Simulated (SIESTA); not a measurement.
# BN under changes of volume

One of the cells (9.145 Å³/atom); the others are scaled copies at fixed shape and fractional positions:

```
N B
1.0
     1.25112    0.72234    3.37293
    -1.25112    0.72234    3.37293
     0.00000   -1.44467    3.37293
N B
1 1
Direct
  0.66724 0.66724 0.66724
  0.00033 0.00033 0.00033
```

The cell is a database's computed one.

- Program: SIESTA 5.4.2
- Functional: LDA
- Potentials or basis: PseudoDojo 0.4 standard (LDA files)
- Basis: DZP (energy shift 0.003 Ry)
- Grid cutoff: 800 Ry
- Energy shift: 0.003 Ry
- k mesh: 12 × 12 × 12
- Occupations: fermi-dirac, width 0.05 eV
- Spin: no spin polarisation

```csv
volume (Å³/atom),energy over the lowest point (meV/atom),pressure (GPa),gap on the mesh (eV),largest force (eV/Å)
8.596,?,?,?,?
8.779,11.21,10.5,4.14,0.001
8.962,2.52,4.8,4.12,0.001
9.145,0.00,-0.3,4.09,0.003
9.328,3.11,-5.0,4.07,0.004
9.510,11.37,-9.3,4.04,0.005
9.693,24.31,-13.3,4.02,0.006
```

Q: What does the run at 8.596 Å³/atom give?

A: Energy over the lowest point 26.65 meV/atom; pressure 16.7 GPa; gap on the mesh 4.17 eV; largest force 0.004 eV/Å.

Worked out: A Birch-Murnaghan fit of order 3 (a polynomial in V^(-2/3)) to the other rows has its minimum at 9.13 Å³/atom with B0 = V·E''(V) = 248 GPa and B' = 3.6 at fixed shape and positions, which overstates the stiffness. It gives 26.69 meV/atom at 8.596 Å³/atom, against the run's 26.65, and -dE/dV = 16.7 GPa, against 16.7. A straight line through the other rows of the gap, of slope -1.24 eV per unit of ln V, extrapolates to 4.17 eV, against the run's 4.17.

Energies are extrapolated to zero smearing.

Caveats: the basis of atomic orbitals isn't converged, which shifts pressures, moduli and gaps.

A mesh can miss the band edges.
